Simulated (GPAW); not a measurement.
# Te2Mo in GPAW: convergence with k mesh

Aim: find how far k mesh must go before the results for Te2Mo settle, at PBE. This setting moves, with any that are tied to it; all else stays.

Everything below comes from runs of GPAW 26.7.0. Logs are shortened: lines on timing, memory, paths and dates and some standing lists are left out, and cuts for length are marked. The log counts tension as positive stress, the text compression.

### Step 1. The slab as given

The cell holds a slab with vacuum, 3 atoms: a = 3.560 Å, b = 3.560 Å, c = 17.524 Å, α = 90.00°, β = 90.00°, γ = 120.00°.

### Step 2. With k mesh 2 × 2 × 1

run.py

```python
from ase.dft.bandgap import bandgap
from ase.io import read, write
from ase.units import GPa
from gpaw import GPAW, PW

atoms = read('Te2Mo.xyz')

calc = GPAW(mode=PW(600),
            xc='PBE',
            kpts={'size': (2, 2, 1), 'gamma': True},
            occupations={'name': 'fermi-dirac', 'width': 0.05},
            nbands=25,
            convergence={'density': 1e-05, 'energy': 1e-05},
            maxiter=100,
            txt='gpaw.txt')
atoms.calc = calc
energy = atoms.get_potential_energy()
forces = atoms.get_forces()
stress = atoms.get_stress()
calc.write('gs.gpw')
write('result.traj', atoms)
print(f'Energy: {energy:.6f} eV')
print('Forces (eV/A):')
print(forces.round(4))
print('Stress (GPa):', (stress / GPa).round(3))
print('Fermi level:', round(calc.get_fermi_level(), 4), 'eV')
print(f'Gap: {bandgap(calc)[0]:.4f} eV, direct: {bandgap(calc, direct=True)[0]:.4f} eV')
```

Te2Mo.xyz

```xyz
3
Lattice="3.5602328140 0.0000000000 0.0000000000 -1.7801164070 3.0832520603 0.0000000000 0.0000000000 0.0000000000 17.5240578200" Properties=species:S:1:pos:R:3 pbc="T T T"
Te    -0.0000000002      2.0555013736      1.7899870002
Te    -0.0000000002      2.0555013736     15.7340708198
Mo     0.0000000000      0.0000000000      0.0000000000
```

Potentials or basis: GPAW PAW data sets (gpaw-data 1.2.1), pw.

Command:

```sh
OMP_NUM_THREADS=1 python run.py
```

gpaw.txt:

```text
__  _  _
 | _ |_)|_||  |
 |__||  | ||/\| - 26.7.0

Input parameters:
  mode=PW(ecut=600.0),
  convergence={'density': 1e-05, 'energy': 1e-05},
  kpts=MonkhorstPack(size=(2, 2, 1), gamma=True),
  maxiter=100,
  nbands=25,
  occupations=Occupations(name='fermi-dirac', width=0.05),
  xc=XC(name='PBE')

Diagonalizing LCAO Hamiltonian
Converting LCAO to pw mode

         Te

         Te

       Mo

Atoms  # Å, Bohr magnetons
|   | symbol |         x |        y |         z |    initial magnetic moments |
|---|--------|-----------|----------|-----------|-----------------------------|
| 0 |     Te | -0.000000 | 2.055501 |  1.789987 | ( 0.0000,  0.0000,  0.0000) |
| 1 |     Te | -0.000000 | 2.055501 | 15.734071 | ( 0.0000,  0.0000,  0.0000) |
| 2 |     Mo |  0.000000 | 0.000000 |  0.000000 | ( 0.0000,  0.0000,  0.0000) |

Unit cell  # Å
| periodic |         x |        y |         z |   lengths |     angles |
|----------|-----------|----------|-----------|-----------|------------|
|      yes |  3.560233 | 0.000000 |  0.000000 |  3.560233 |  90.000000 |
|      yes | -1.780116 | 3.083252 |  0.000000 |  3.560233 |  90.000000 |
|      yes |  0.000000 | 0.000000 | 17.524058 | 17.524058 | 120.000000 |

Number of symmetries: 12
Symmetry operations  # r_c * U_cc + t_c -> r_c
|    | kind |            matrix            |
|----|------|------------------------------|
|  0 |  σ   |  1, 1, 0,  0,-1, 0,  0, 0, 1 |
|  1 |  C2  |  1, 1, 0,  0,-1, 0,  0, 0,-1 |
|  2 |  E   |  1, 0, 0,  0, 1, 0,  0, 0, 1 |
|  3 |  σ   |  1, 0, 0,  0, 1, 0,  0, 0,-1 |
|  4 |  C3  |  0, 1, 0, -1,-1, 0,  0, 0, 1 |
|  5 |  S3  |  0, 1, 0, -1,-1, 0,  0, 0,-1 |
|  6 |  σ   |  0,-1, 0, -1, 0, 0,  0, 0, 1 |
|  7 |  C2  |  0,-1, 0, -1, 0, 0,  0, 0,-1 |
|  8 |  σ   | -1, 0, 0,  1, 1, 0,  0, 0, 1 |
|  9 |  C2  | -1, 0, 0,  1, 1, 0,  0, 0,-1 |
| 10 |  C3  | -1,-1, 0,  1, 0, 0,  0, 0, 1 |
| 11 |  S3  | -1,-1, 0,  1, 0, 0,  0, 0,-1 |

BZ-sampling:
  Number of BZ points: 4
  Number of IBZ points: 2

  Monkhorst-Pack size: [2, 2, 1]
  Monkhorst-Pack shift: [0.25, 0.25, 0.0]

K-points  # in reciprocal-cell coordinates
|   |                                coordinates |     weight |
|---|--------------------------------------------|------------|
| 0 | (  0.00000000,   0.00000000,   0.00000000) | 0.25000000 |
| 1 | (  0.50000000,   0.50000000,   0.00000000) | 0.75000000 |

Plane wave coefficients: 6456
Cutoff: 600.0 eV

Spin-components: 1 (collinear spins)
Bands:           25
Projectors:      16
Spin-degeneracy: 2
Datatype:        complex128

Parallelization:
  kpt:    1
  domain: 1
  band:   1

Density:
  Valence electrons: 26.0
  Components: 1
  Grid points: [ 21  21 100]
  Charge: 0.0  # |e|

Potential:
  Grid points: [ 21  21 100]

species:
  Te:
    name:    Tellurium
    Z:       52.0
    valence: 6
    core:    46
    charge:  0.0  # [|e|]
    compensation charges:
      type: gauss
      rc: 0.36  # [Å]
      lmax: 2
    cutoffs:
      filter: 2.09  # [Å]
      core: 3.17  # [Å]
    projectors
    | kind |    occ | energy [eV] | rcut [Å] |
    |------|--------|-------------|----------|
    |   5s |  2.000 |     -15.089 |    1.180 |
    |   5p |  4.000 |      -5.955 |    1.196 |
    |    s |        |      12.123 |    1.180 |
    |    p |        |      21.256 |    1.196 |
    |    d |        |       0.000 |    1.238 |

    Using partial waves for Te as LCAO basis

  Mo:
    name:    Molybdenum
    Z:       42.0
    valence: 14
    core:    28
    charge:  0.0  # [|e|]
    compensation charges:
      type: gauss
      rc: 0.38  # [Å]
      lmax: 2
    cutoffs:
      filter: 2.16  # [Å]
      core: 1.42  # [Å]
    projectors
    | kind |    occ | energy [eV] | rcut [Å] |
    |------|--------|-------------|----------|
    |   4s |  2.000 |     -64.307 |    1.238 |
    |   5s |  1.000 |      -4.084 |    1.238 |
    |   4p |  6.000 |     -38.491 |    1.296 |
    |   5p |  0.000 |      -1.044 |    1.296 |
    |   4d |  5.000 |      -3.754 |    1.296 |
    |    d |        |      23.458 |    1.296 |

    Using partial waves for Mo as LCAO basis

Reference energy: -479715.439499  # eV

eigensolver:
  PPCG
  Converge bands: occupied
  niter=2

density mixing:
  MSR1-Mixer
  Pratt-step length: 0.05
  Maximum mixing coefficient: 0.75
  Old densities: 10
  SVD Regularization: 0.005
  Good broyden scale: 1.0
  Trust region scale: 1.0
  Backstep threshold: 4.0
  History deletion threshold: 6.0
  Fourier metric: weight=20.0, sigma=0.015

occupation numbers:
  Fermi-Dirac:
    width: 0.0500  # eV

poisson solver:
  ecut: 4800.0  # eV

xc functional:
  name: PBE with 2 nearest neighbor stencil

convergence criteria:
[... 6 lines left out ...]
|iter     | |      energy | eigst |  dens |
|---------|-|-------------|-------|-------|
|iter:   1| |  -18.522554 | +0.27 |       |
|iter:   2| |  -18.348373 | -1.50 | -1.06 |
|iter:   3| |  -17.902883 | -1.55 | -1.10 |
|iter:   4| |  -17.837559 | -1.84 | -1.43 |
|iter:   5| |  -17.832977 | -2.67 | -1.79 |
|iter:   6| |  -17.829610 | -3.19 | -2.04 |
|iter:   7| |  -17.829715 | -4.43 | -2.76 |
|iter:   8| |  -17.829721c| -5.44 | -3.58 |
|iter:   9| |  -17.829722c| -6.37 | -4.15 |
|iter:  10| |  -17.829722c| -7.24 | -4.88 |
|iter:  11| |  -17.829722c| -7.69c| -5.33c|

Converged in 11 steps
Energy contributions relative to reference atoms: (reference = -479715.439499)

Energy contributions:
  Kinetic:           6.356592
  Coulomb:          -9.747738
  Zero:             -0.069271
  External:          0.000000
  Xc:              -14.369305
  Entropy:          -0.000000
  Spinorbit:         0.000000
  ----------------------------
  Free energy:     -17.829722
  Extrapolated:    -17.829722

dipole moment: (-12.326244, -8.165378, -65.142642)  # |e|*Ang

Fermi level: 0.494
Eigenvalues  # (at kpt = [0.000, 0.000, 0.000])
| band index |      eig [eV] | occ [0-2] |
|------------|---------------|-----------|
|          0 |       -60.605 |     2.000 |
|        ... |               |           |
|          5 |       -11.587 |     2.000 |
|          6 |        -4.906 |     2.000 |
|          7 |        -1.740 |     2.000 |
|          8 |        -1.740 |     2.000 |
|          9 |        -1.613 |     2.000 |
|         10 |        -0.836 |     2.000 |
[... 8 lines left out ...]
|         19 |         5.609 |     0.000 |
|         20 |         6.287 |     0.000 |
|        ... |               |           |
|         24 |         9.167 |     0.000 |

Gap: 1.600 eV
Transition (v -> c):
  (s=0, k=0, n=12, [0.00, 0.00, 0.00]) -> (s=0, k=1, n=13, [0.50, 0.50, 0.00])
Direct/indirect transitions are different
Direct gap: 1.727 eV
Transition at: (s=0, k=1, n=12, [0.50, 0.50, 0.00])

Forces  # eV/Ang
|        x |        y |        z |
|----------|----------|----------|
| -0.00000 | -0.00000 |  0.33623 |  # Te   0
|  0.00000 |  0.00000 | -0.33623 |  # Te   1
|  0.00000 |  0.00000 |  0.00000 |  # Mo   2

Stress tensor  # eV/Ang^3
|         x |         y |         z |
|-----------|-----------|-----------|
| -0.000322 |  0.000000 |  0.000000 |
|  0.000000 | -0.000322 |  0.000000 |
|  0.000000 |  0.000000 | -0.006203 |

# Writing to gs.gpw (mode='')
```

stdout:

```text
Energy: -17.829722 eV
Forces (eV/A):
[[-0.     -0.      0.3362]
 [ 0.      0.     -0.3362]
 [ 0.      0.      0.    ]]
Stress (GPa): [-0.052 -0.052 -0.994  0.     0.     0.   ]
Fermi level: 0.4937 eV
Gap: 1.5996 eV, direct: 1.7265 eV
```

Wall time 8.4 s (1 thread of Arm Neoverse V2, shared host); peak memory 0.21 GiB.

What came out:

```yaml
Free_energy: -17.8297 eV
Largest_force: 0.336 eV/Å
Band_gap_on_the_k_mesh: 1.60 eV, indirect (least direct gap 1.73 eV)
```

### Step 3. With k mesh 3 × 3 × 1

Changes to run.py since step 2:

```diff
@@ -9,3 +9,3 @@
             xc='PBE',
-            kpts={'size': (2, 2, 1), 'gamma': True},
+            kpts={'size': (3, 3, 1), 'gamma': True},
             occupations={'name': 'fermi-dirac', 'width': 0.05},
```

Te2Mo.xyz is that of step 2.

Potentials or basis: GPAW PAW data sets (gpaw-data 1.2.1), pw.

Command:

```sh
OMP_NUM_THREADS=1 python run.py
```

Run time: 11 s. Hardware: 1 thread of Arm Neoverse V2, shared host; peak memory 0.21 GiB.

What came out:

```yaml
Free_energy: -18.6431 eV
Largest_force: 0.026 eV/Å
Band_gap_on_the_k_mesh: 0.99 eV, direct
```

### Step 4. With k mesh 4 × 4 × 1

Changes to run.py since step 3:

```diff
@@ -9,3 +9,3 @@
             xc='PBE',
-            kpts={'size': (3, 3, 1), 'gamma': True},
+            kpts={'size': (4, 4, 1), 'gamma': True},
             occupations={'name': 'fermi-dirac', 'width': 0.05},
```

Te2Mo.xyz is that of step 3.

Command:

```sh
OMP_NUM_THREADS=1 python run.py
```

It took 14 s on 1 thread of Arm Neoverse V2, shared host; peak memory 0.21 GiB.

What came out:

```yaml
Free_energy: -18.5681 eV
Largest_force: 0.153 eV/Å
Band_gap_on_the_k_mesh: 1.69 eV, indirect (least direct gap 1.72 eV)
```

### Step 5. With k mesh 5 × 5 × 1

Changes to run.py since step 4:

```diff
@@ -9,3 +9,3 @@
             xc='PBE',
-            kpts={'size': (4, 4, 1), 'gamma': True},
+            kpts={'size': (5, 5, 1), 'gamma': True},
             occupations={'name': 'fermi-dirac', 'width': 0.05},
```

Te2Mo.xyz is that of step 4.

Command:

```sh
OMP_NUM_THREADS=1 python run.py
```

Run time: 16 s. Hardware: 1 thread of Arm Neoverse V2, shared host; peak memory 0.22 GiB.

It converged, with:

| Quantity | Value |
| --- | --- |
| Free energy | -18.5171 eV |
| Largest force | 0.140 eV/Å |
| Band gap on the k mesh | 1.43 eV, direct |

### Step 6. With k mesh 6 × 6 × 1

Changes to run.py since step 5:

```diff
@@ -9,3 +9,3 @@
             xc='PBE',
-            kpts={'size': (5, 5, 1), 'gamma': True},
+            kpts={'size': (6, 6, 1), 'gamma': True},
             occupations={'name': 'fermi-dirac', 'width': 0.05},
```

Te2Mo.xyz is that of step 5.

Potentials or basis: GPAW PAW data sets (gpaw-data 1.2.1), pw.

Command:

```sh
OMP_NUM_THREADS=1 python run.py
```

Run time: 22 s. Hardware: 1 thread of Arm Neoverse V2, shared host; peak memory 0.22 GiB.

Results (log left out):

* Free energy: -18.5201 eV
* Largest force: 0.149 eV/Å
* Band gap on the k mesh: 1.04 eV, direct

### Step 7. With k mesh 7 × 7 × 2

Changes to run.py since step 6:

```diff
@@ -9,3 +9,3 @@
             xc='PBE',
-            kpts={'size': (6, 6, 1), 'gamma': True},
+            kpts={'size': (7, 7, 2), 'gamma': True},
             occupations={'name': 'fermi-dirac', 'width': 0.05},
```

Te2Mo.xyz is that of step 6.

Command:

```sh
OMP_NUM_THREADS=1 python run.py
```

Run time: 45 s. Hardware: 1 thread of Arm Neoverse V2, shared host; peak memory 0.26 GiB.

The run converged. Its results:

```
Free energy            : -18.5215 eV
Largest force          : 0.143 eV/Å
Band gap on the k mesh : 1.37 eV, direct
```

### Step 8. With k mesh 8 × 8 × 2

Changes to run.py since step 7:

```diff
@@ -9,3 +9,3 @@
             xc='PBE',
-            kpts={'size': (7, 7, 2), 'gamma': True},
+            kpts={'size': (8, 8, 2), 'gamma': True},
             occupations={'name': 'fermi-dirac', 'width': 0.05},
```

Te2Mo.xyz is that of step 7.

Command:

```sh
OMP_NUM_THREADS=1 python run.py
```

It took 56 s on 1 thread of Arm Neoverse V2, shared host; peak memory 0.28 GiB.

It converged, with:

```
Free energy            : -18.5217 eV
Largest force          : 0.143 eV/Å
Band gap on the k mesh : 1.25 eV, direct
```

### Step 9. With k mesh 9 × 9 × 2

Changes to run.py since step 8:

```diff
@@ -9,3 +9,3 @@
             xc='PBE',
-            kpts={'size': (8, 8, 2), 'gamma': True},
+            kpts={'size': (9, 9, 2), 'gamma': True},
             occupations={'name': 'fermi-dirac', 'width': 0.05},
```

Te2Mo.xyz is that of step 8.

Potentials or basis: GPAW PAW data sets (gpaw-data 1.2.1), pw.

Command:

```sh
OMP_NUM_THREADS=1 python run.py
```

It took 66 s on 1 thread of Arm Neoverse V2, shared host; peak memory 0.29 GiB.

The run converged. Its results:

```yaml
Free_energy: -18.5219 eV
Largest_force: 0.144 eV/Å
Band_gap_on_the_k_mesh: 1.04 eV, direct
```

### Step 10. With k mesh 12 × 12 × 2

Changes to run.py since step 9:

```diff
@@ -9,3 +9,3 @@
             xc='PBE',
-            kpts={'size': (9, 9, 2), 'gamma': True},
+            kpts={'size': (12, 12, 2), 'gamma': True},
             occupations={'name': 'fermi-dirac', 'width': 0.05},
```

Te2Mo.xyz is that of step 9.

Command:

```sh
OMP_NUM_THREADS=1 python run.py
```

Run time: 1.7 min. Hardware: 1 thread of Arm Neoverse V2, shared host; peak memory 0.35 GiB.

The run converged. Its results:

| Item | Value |
| --- | --- |
| Free energy | -18.5220 eV |
| Largest force | 0.143 eV/Å |
| Band gap on the k mesh | 1.04 eV, direct |

### Step 11. Summary

```
     k mesh  energy less the tightest run, at zero smearing (meV/atom)  largest force (eV/Å)  gap on the mesh (eV)  SCF cycles  CPU time (s)  peak memory (GiB)
  2 × 2 × 1                                                     230.74                 0.336                 1.600          11           8.4               0.21
  3 × 3 × 1                                                     -40.38                 0.026                 0.985          11            11               0.21
  4 × 4 × 1                                                     -15.40                 0.153                 1.688          11            14               0.21
  5 × 5 × 1                                                       1.61                 0.140                 1.432          11            16               0.22
  6 × 6 × 1                                                       0.63                 0.149                 1.036          11            22               0.22
  7 × 7 × 2                                                       0.14                 0.143                 1.367          11            45               0.26
  8 × 8 × 2                                                       0.08                 0.143                 1.246          11            56               0.28
  9 × 9 × 2                                                       0.00                 0.144                 1.038          11            66               0.29
12 × 12 × 2                                                       0.00                 0.143                 1.038          11           100               0.35
```

Against the tightest run, the energy stays within 1 meV/atom from 6 × 6 × 1 on; the largest force stays within 0.005 eV/Å from 7 × 7 × 2 on; the gap on the mesh stays within 0.01 eV from 9 × 9 × 2 on. Meshes of other sizes hit other points, so gaps and Fermi surfaces needn't settle smoothly. The tightest run that finished is the yardstick and may itself not be fully converged.

Caveats: spin-orbit coupling is left out, which moves the levels of the heavy elements.
